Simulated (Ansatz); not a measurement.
# AlP: a P atom hops into a vacancy

Aim: the barrier for P13 to jump 3.83 Å into the empty P site beside it, in a 2×2×2 supercell of AlP with one P atom removed. The band relaxes its own ends first.

Method: DFT PBE, plane waves, PAW, scalar-relativistic, no spin polarisation, in Ansatz 0.2.0.

## Step 1: The structure to begin with

The cell holds 15 atoms (Al8P7): a = 7.676 Å, b = 7.676 Å, c = 7.676 Å, α = 60.00°, β = 60.00°, γ = 60.00°.

The empty site lies at (1.37, 4.10, 9.53) Å, and P13 starts at (4.04, 4.07, 6.78) Å. All atoms were shaken by about 0.02 Å to break the symmetry.

Coordinates:

```xyz
15
Lattice="0.0000 5.4279 5.4279 5.4279 0.0000 5.4279 5.4279 5.4279 0.0000" Properties=species:S:1:pos:R:3 pbc="T T T"
Al   -0.0040    0.0010    0.0246
P     1.3479    1.3475    1.3408
Al    2.7229    2.6822    0.0354
P     4.0514    4.1042    1.3477
Al    2.7261    0.0189    2.7195
P     4.0592    1.3583    4.0749
Al    5.4532    2.7072    2.7308
Al    0.0260    2.7177    2.7282
P     1.3060    4.0615    4.0737
Al    2.6904    5.4309    2.7168
P     4.0762    6.8103    4.0865
Al    2.7206    2.6777    5.4099
P     4.0394    4.0662    6.7816
Al    5.4168    5.4434    5.4179
P     6.7999    6.7786    6.7656
```

## Step 2: The band

crystal.atoms is the first end and neb.final_atoms the second, which differs in P13 alone.

input.yaml

```yaml
crystal:
  lattice:
    - [0.0, 5.427906, 5.427906]
    - [5.427906, 0.0, 5.427906]
    - [5.427906, 5.427906, 0.0]
  atoms:
    - { symbol: Al, position: [0.00272589, 0.00180742, -0.00254101] }
    - { symbol: P, position: [0.12347175, 0.12353974, 0.12478578] }
    - { symbol: Al, position: [-0.0004835, 0.00700977, 0.49463895] }
    - { symbol: P, position: [0.12901433, 0.11928114, 0.62711936] }
    - { symbol: Al, position: [0.00113179, 0.49988758, 0.00235017] }
    - { symbol: P, position: [0.12657371, 0.62416532, 0.12366764] }
    - { symbol: Al, position: [-0.00140192, 0.5045033, 0.5001627] }
    - { symbol: Al, position: [0.49926265, 0.00336585, 0.00142189] }
    - { symbol: P, position: [0.62908701, 0.12142464, 0.11917754] }
    - { symbol: Al, position: [0.50271312, -0.00218357, 0.49784547] }
    - { symbol: P, position: [0.62829102, 0.12458278, 0.62639142] }
    - { symbol: Al, position: [0.49439365, 0.50229721, -0.00106567] }
    - { symbol: P, position: [0.6271642, 0.62223256, 0.12196624] }
    - { symbol: Al, position: [0.50152278, 0.49663241, 0.50132779] }
    - { symbol: P, position: [0.62126417, 0.62518835, 0.62758406] }
kpoints:
  mp_grid: { grid: [2, 2, 2] }
magnetization:
  spin_polarized: false
scf:
  occupations: { method: gaussian, width: 0.1 }
hamiltonian:
  pseudopotentials: { kind: paw }
  xc: pbe
basis:
  ecutwfc: 420
neb:
  images: 5
  relax_end_points: true
  climbing: true
  f_tol: 0.1
  max_iterations: 40
  order_check: false
  final_atoms:
    - { symbol: Al, position: [0.00272589, 0.00180742, -0.00254101] }
    - { symbol: P, position: [0.12347175, 0.12353974, 0.12478578] }
    - { symbol: Al, position: [-0.0004835, 0.00700977, 0.49463895] }
    - { symbol: P, position: [0.12901433, 0.11928114, 0.62711936] }
    - { symbol: Al, position: [0.00113179, 0.49988758, 0.00235017] }
    - { symbol: P, position: [0.12657371, 0.62416532, 0.12366764] }
    - { symbol: Al, position: [-0.00140192, 0.5045033, 0.5001627] }
    - { symbol: Al, position: [0.49926265, 0.00336585, 0.00142189] }
    - { symbol: P, position: [0.62908701, 0.12142464, 0.11917754] }
    - { symbol: Al, position: [0.50271312, -0.00218357, 0.49784547] }
    - { symbol: P, position: [0.62829102, 0.12458278, 0.62639142] }
    - { symbol: Al, position: [0.49439365, 0.50229721, -0.00106567] }
    - { symbol: P, position: [1.1293675, 0.62574294, -0.37326944] }
    - { symbol: Al, position: [0.50152278, 0.49663241, 0.50132779] }
    - { symbol: P, position: [0.62126417, 0.62518835, 0.62758406] }
```

The run is started by

```console
ansatz run input.yaml --threads 4 --pin off --max-ram 8192MiB --backend cpu --events-out ev --progress --plain --runs-dir out
```

What it wrote (excerpt; [...] marks lines left out):

```text
Warning: neb: disabling space-group detection — the band's intermediate images generally break the endpoint symmetry, so no spatial operation reduces the k-mesh or symmetrises the density, except that a semilocal band can use its path's symmetry ahead of convergence; time reversal is [...]
Warning: RAYON_NUM_THREADS=4 ignored (pool sized by the plan → 4); use --threads N
[...]
Pseudopotentials: kind: paw
Pseudopotential: Al, paw, valence charge 3, recommended cutoff 420 eV (normal), Al.paw.azcp
Pseudopotential: P, paw, valence charge 5, recommended cutoff 420 eV (normal), P.paw.azcp
Functional definition: PBE
[...]
parallel-image band execution: 2 concurrent image workers
NEB image 0
Crystal: 15 atoms, lattice volume = 319.836 Å³
Basis set: ecut = 420 eV, 6231 PW (Γ), exchange–correlation on 108×108×108 points (8 copies of the dense FFT grid, shifted against one another)
Bands: 45, of which v1, the nominal top of the filled ones, is band 30 counted from 1 (29 counted from 0)
Symmetry: 1 space group operations
k-points: 8
[...]
SCF iter   1: F=—  HF=-9595.321956 eV  |F-HF|=—  |Δ(HF+E_count)|=         —  Δρ=1.72e-3  dr2=1.60e-2  ethr=1.77e-3  ⟨swp⟩=14.9  Hψ=2625  notcnv=0  defer=2
[...]
NSCF: frozen V_eff on 8 k-points
NEB image 6
[...]
NSCF: frozen V_eff on 8 k-points
NEB end point (image 0): max|allowed force component| = 6.705e-1 eV/Å (the criterion of neb.relax_end_points is 2.000e-2)
NEB end point (image 6): max|allowed force component| = 8.573e-1 eV/Å (the criterion of neb.relax_end_points is 2.000e-2)
NEB image 0, for its relaxation
[...]
NEB image 0, for its relaxation
[...]
NEB image 0, for its relaxation
[...]
NEB image 0, for its relaxation
[...]
NEB image 0
[...]
NSCF: frozen V_eff on 8 k-points
NEB end point (image 0): relaxed in 20 SCF iterations, 0.272375 eV lower, largest move of an atom 0.151 Å; not tested for a saddle point
NEB image 6, for its relaxation
[...]
NEB image 6, for its relaxation
[...]
SCF iter   1: F=—  HF=-9595.608765 eV  |F-HF|=—  |Δ(HF+E_count)|=         —  Δρ=3.67e-3  dr2=1.21e-1  ethr=2.03e-4  ⟨swp⟩=1.5  Hψ=1699  notcnv=0  defer=58
[...]
```

## Step 3: More of the same log

Output, continued (excerpt; [...] marks lines left out):

```text
SCF iter   2: F=—  HF=-9595.583634 eV  |F-HF|=—  |Δ(HF+E_count)|=   2.51e-2  Δρ=1.86e-3  dr2=2.53e-2  ethr=2.03e-4  ⟨swp⟩=2.8  Hψ=482  notcnv=0  defer=58
[...]
NEB image 6, for its relaxation
[...]
NEB image 6
[...]
NSCF: frozen V_eff on 8 k-points
NEB end point (image 6): relaxed in 16 SCF iterations, 0.295105 eV lower, largest move of an atom 0.146 Å; not tested for a saddle point
NEB image 1
[...]
NEB image 2
[...]
NEB image 3
[...]
NEB image 4
[...]
NEB image 5
[...]
SCF iter   7: F=-9593.026148 eV  HF=-9593.026148 eV  |F-HF|=6.61e-9  |Δ(HF+E_count)|=   1.62e-7  Δρ=3.28e-6  dr2=9.01e-8  ethr=1.69e-10  ⟨swp⟩=4.1  Hψ=1464  notcnv=0
[...]
NEB iter   1: max|band force component| = 8.131e1 eV/Å  barrier→ = 25.8782 eV  barrier← = 25.8780 eV  Δτ_max = 0.1989 Å  (55 SCF iters)
[...]
    - { symbol: Al, position: [0.05389449879471747, 0.4480774562297812, 0.050233255029743684] }
    - { symbol: P, position: [0.1550556416695315, 0.6131190745931263, 0.15380833415813155] }
    - { symbol: Al, position: [-0.022420799606305775, 0.5087074316882803, 0.5362368032503821] }
    - { symbol: Al, position: [0.5374825438951611, -0.022748481597079595, -0.02318596477897436] }
    - { symbol: P, position: [0.6380540065417647, 0.12610983122351893, 0.11003900869431138] }
    - { symbol: Al, position: [0.4887374067337885, 0.011985624938338851, 0.4875708291517489] }
    - { symbol: P, position: [0.5988095052734258, 0.16595844589828346, 0.5980562848946027] }
    - { symbol: Al, position: [0.5376090185543708, 0.5087673029740895, -0.023223921819316984] }
    - { symbol: P, position: [0.8396661222478422, 0.6616114161283769, -0.1626272064006774] }
    - { symbol: Al, position: [0.4551376067011502, 0.5449161935119763, 0.4553174583287364] }
    - { symbol: P, position: [0.5988552523585872, 0.6374468931487781, 0.5980202349601628] }
```

Run time: 82 s. Hardware: 4 threads of Intel Xeon Platinum 8488C (Sapphire Rapids), shared host; peak memory 1.1 GiB.

## Step 4: The band, image by image

The 5 inner images lie between the fixed ends 0 and 6. Energy is taken from image 0, and the path length is the program's own coordinate along the band.

| image | path (Å) | energy (eV) | P13 x y z (Å) | band force (eV/Å) |
| --- | --- | --- | --- | --- |
| 0 | 0.000 | 0.0000 | 4.07 4.08 6.79 | - |
| 1 | 0.955 | 0.5206 | 3.72 3.98 7.13 | 0.016 |
| 2 | 1.910 | 0.9155 | 3.16 3.73 7.70 | 0.019 |
| 3* | 2.866 | 1.4206 | 2.71 3.67 8.15 | 0.059 |
| 4 | 3.824 | 0.9156 | 2.26 3.73 8.60 | 0.019 |
| 5 | 4.781 | 0.5096 | 1.70 3.98 9.16 | 0.015 |
| 6 | 5.737 | 0.0003 | 1.36 4.08 9.51 | - |

The star marks the climbing image.

image, energy (eV) and a bar:
```
        0      0.000 
        1      0.521 ###########
        2      0.916 ###################
        3      1.421 ##############################
        4      0.916 ###################
        5      0.510 ###########
        6      0.000
```

The top of the band by iteration:

| iteration | highest image above image 0 (eV) | largest band force (eV/Å) |
| --- | --- | --- |
| 1 | 25.8782 | 81.308 |
| 2 | 7.0786 | 25.050 |
| 3 | 3.8184 | 13.115 |
| 4 | 2.2082 | 5.965 |
| 5 | 1.6443 | 2.748 |
| 6 | 1.5017 | 0.902 |
| 7 | 1.4516 | 0.268 |
| 8 | 1.4275 | 0.131 |
| 9 | 1.4206 | 0.059 |

Positions of all images (Å):

```xyz
15
Lattice="0.000 5.428 5.428 5.428 0.000 5.428 5.428 5.428 0.000" Properties=species:S:1:pos:R:3 pbc="T T T" image=0 dE=0.0000
Al   -0.009    0.003    0.003
P     1.359    1.356    1.359
Al    2.649    2.775   -0.058
P     4.068    4.064    1.361
Al    2.644   -0.065    2.781
P     4.066    1.358    4.065
Al    5.492    2.783    2.786
Al   -0.008    2.711    2.713
P     1.352    4.070    4.073
Al    2.712    5.431    2.713
P     4.068    6.784    4.081
Al    2.712    2.710    5.434
P     4.066    4.078    6.787
Al    5.489    5.363    5.367
P     6.772    6.786    6.789
15
Lattice="0.000 5.428 5.428 5.428 0.000 5.428 5.428 5.428 0.000" Properties=species:S:1:pos:R:3 pbc="T T T" image=1 dE=0.5206
Al   -0.013    0.069    0.012
P     1.262    1.565    1.330
Al    2.660    2.802   -0.166
P     4.117    4.039    1.310
Al    2.735    0.376    2.693
P     4.097    1.565    4.165
Al    5.594    2.802    2.767
Al   -0.137    2.698    2.878
P     1.313    4.081    4.115
Al    2.730    5.353    2.697
P     4.080    6.583    4.178
Al    2.550    2.698    5.565
P     3.722    3.978    7.133
Al    5.599    5.020    5.257
P     6.677    6.583    6.775
15
Lattice="0.000 5.428 5.428 5.428 0.000 5.428 5.428 5.428 0.000" Properties=species:S:1:pos:R:3 pbc="T T T" image=2 dE=0.9155
Al   -0.030    0.104    0.030
P     1.230    1.646    1.321
Al    2.689    2.828   -0.212
P     4.121    4.043    1.307
Al    2.689    0.498    2.739
P     4.107    1.646    4.199
Al    5.640    2.828    2.740
Al   -0.202    2.713    2.909
P     1.282    4.086    4.147
Al    2.719    5.325    2.710
P     4.095    6.501    4.216
Al    2.520    2.713    5.631
P     3.158    3.729    7.699
Al    5.886    5.056    4.970
P     6.640    6.501    6.762
15
Lattice="0.000 5.428 5.428 5.428 0.000 5.428 5.428 5.428 0.000" Properties=species:S:1:pos:R:3 pbc="T T T" image=3 dE=1.4206
Al   -0.003    0.116    0.004
P     1.260    1.676    1.266
Al    2.790    2.789   -0.243
P     4.141    4.060    1.288
Al    2.705    0.565    2.725
P     4.163    1.676    4.170
Al    5.672    2.789    2.640
Al   -0.249    2.792    2.794
P     1.282    4.061    4.148
Al    2.712    5.299    2.718
P     4.147    6.496    4.151
Al    2.635    2.792    5.680
P     2.708    3.675    8.149
Al    5.429    4.942    5.428
P     6.706    6.497    6.711
15
Lattice="0.000 5.428 5.428 5.428 0.000 5.428 5.428 5.428 0.000" Properties=species:S:1:pos:R:3 pbc="T T T" image=4 dE=0.9156
Al    0.025    0.104   -0.022
P     1.316    1.646    1.237
Al    2.904    2.713   -0.195
P     4.141    4.087    1.289
Al    2.726    0.500    2.704
P     4.193    1.646    4.115
Al    5.624    2.713    2.526
Al   -0.217    2.831    2.694
P     1.303    4.044    4.128
Al    2.704    5.326    2.726
P     4.212    6.503    4.101
Al    2.736    2.831    5.648
P     2.260    3.731    8.597
Al    4.968    5.055    5.890
P     6.757    6.503    6.646
15
Lattice="0.000 5.428 5.428 5.428 0.000 5.428 5.428 5.428 0.000" Properties=species:S:1:pos:R:3 pbc="T T T" image=5 dE=0.5096
Al    0.007    0.070   -0.004
P     1.325    1.566    1.271
Al    2.873    2.699   -0.129
P     4.110    4.082    1.321
Al    2.683    0.379    2.749
P     4.160    1.566    4.107
Al    5.560    2.699    2.558
Al   -0.172    2.804    2.668
P     1.306    4.041    4.125
Al    2.693    5.355    2.738
P     4.174    6.586    4.087
Al    2.763    2.804    5.603
P     1.696    3.979    9.163
Al    5.258    5.021    5.601
P     6.772    6.586    6.685
15
Lattice="0.000 5.428 5.428 5.428 0.000 5.428 5.428 5.428 0.000" Properties=species:S:1:pos:R:3 pbc="T T T" image=6 dE=0.0003
Al   -0.002    0.008    0.002
P     1.356    1.356    1.370
Al    2.708    2.713    0.004
P     4.069    4.074    1.364
Al    2.787   -0.070    2.646
P     4.062    1.362    4.072
Al    5.433    2.718    2.725
Al   -0.065    2.775    2.657
P     1.351    4.068    4.075
Al    2.707    5.435    2.721
P     4.075    6.784    4.079
Al    2.776    2.783    5.494
P     1.360    4.084    9.505
Al    5.361    5.362    5.503
P     6.783    6.791    6.782
```

## Step 5: Summary of results

```
                    quantity                                                                   value
      relaxation of the ends  0.272 eV lower, moves up to 0.15 Å; 0.295 eV lower, moves up to 0.15 Å
            barrier forwards                                                                 1.42 eV
           barrier backwards                                                                 1.42 eV
second end relative to first                                                                0.000 eV
               highest image                                                   3 of 0 to 6, climbing
             band iterations                                                                       9
```

What this shows: The top lies 1.42 eV above the first end, or 55 kT at room temperature; with a typical attempt rate of 10^13 per second that is roughly 10^-11 events a second. The ends differ by 1 meV at most. The input switches the test of curvatures off, so the top was not shown to be a first-order saddle. The top still moved by 7 meV in the last iteration, which bounds the digits to trust. In 15 atoms the vacancy feels its images, and neither cell size nor mesh was tested. The k-mesh is coarse for this cell.
